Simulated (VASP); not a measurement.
The system is Bi.

```
Bi
1.0
    -1.98143    1.98143    1.98143
     1.98143   -1.98143    1.98143
     1.98143    1.98143   -1.98143
Bi
1
Direct
  0.00000 0.00000 0.00000
```

This isn't the form of Bi at room conditions, which is rhombohedral.

```yaml
Program: VASP 6.6.1
Task: relaxation of cell and atoms
Functional: PBEsol
Potentials_or_basis: VASP PAW PBE potentials, release 64 (Bi_d)
Cutoff: 600 eV
k_mesh: 11 × 11 × 11
Occupations: methfessel-paxton, width 0.1 eV
Spin: no spin polarisation
```

At the start: pressure -2.0 GPa; volume 31.12 Å³/atom.

Question: Where does the relaxation end?

Answer: Over 3 steps the energy falls by 6.7 meV/atom and the volume is 30.06 Å³/atom (-3.4 %); space group Im-3m (No. 229, to 0.05 Å).

Step by step:
| step | energy change (eV) | largest force (eV/Å) | pressure (GPa) | volume (Å³) |
| --- | --- | --- | --- | --- |
| 1 | 0.0000 | 0.0000 | -1.97 | 31.12 |
| 2 | -0.0040 | 0.0000 | 1.41 | 29.43 |
| 3 | -0.0067 | 0.0000 | 0.01 | 30.06 |

Final structure:
```
Bi
1.0
    -1.95883    1.95883    1.95883
     1.95883   -1.95883    1.95883
     1.95883    1.95883   -1.95883
Bi
1
Direct
  0.00000 0.00000 0.00000
```

Caveat: the PAW data sets were made with another functional, which shifts forces and pressure a little.
